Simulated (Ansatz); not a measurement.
Starting cell, CaF2 (fluorite):

```
CaF2
1.0
    0.00000     5.51096     5.51096
    2.75548     2.75548     5.51096
    2.75548     2.75548     0.00000
Ca F
2 4
Direct
  0.00000   0.00000   0.00000
  0.50000   0.00000   0.00000
  0.00000   0.25000   0.25000
  0.50000   0.25000   0.25000
  0.00000   0.75000   0.75000
  0.50000   0.75000   0.75000
```

The atoms are displaced by Q × the pattern below (from a DFPT mode at X = (0.5, 0.5, 0.0), largest move 1; Q in Å), at fixed cell. It is one choice among 2 degenerate patterns. (q is in reciprocal vectors of the primitive cell; the cell shown is doubled to hold the pattern.)

| atom | x | y | z |
|---|---|---|---|
| Ca1 | 0.146 | 0.000 | 0.000 |
| Ca2 | -0.146 | 0.000 | 0.000 |
| F3 | 0.000 | -1.000 | 0.000 |
| F4 | 0.000 | 1.000 | 0.000 |
| F5 | 0.000 | -1.000 | 0.000 |
| F6 | 0.000 | 1.000 | 0.000 |

All values below come from PBE (plane waves to 420 eV, PAW, scalar-relativistic; Ansatz, a program for electronic structure). k mesh 10×10×10 (Γ-centred), Fermi-Dirac smearing 0.05 eV. E stands for the smeared free energy. CaF2 was relaxed with its symmetry unable to fall. ΔE is measured from the undisplaced structure.

| Q (Å) | ΔE (meV/cell) |
|---|---|
| -0.100 | 144.7 |
| -0.067 | 63.6 |
| -0.033 | 15.8 |
| 0.000 | 0.0 |
| 0.033 | 15.8 |
| 0.067 | 63.6 |
| 0.100 | 144.7 |

Q: Which DFPT wavenumber at X = (0.5, 0.5, 0.0) belongs to this mode?
A) 315 cm⁻¹
B) 112 cm⁻¹
C) 377 cm⁻¹
D) 176 cm⁻¹

A: A, 315 cm⁻¹. The curvature of the scan gives 315 cm⁻¹

(A displaced cell: forces are minus the slopes of the energy, force constants its curvatures, and phonons follow from these.)
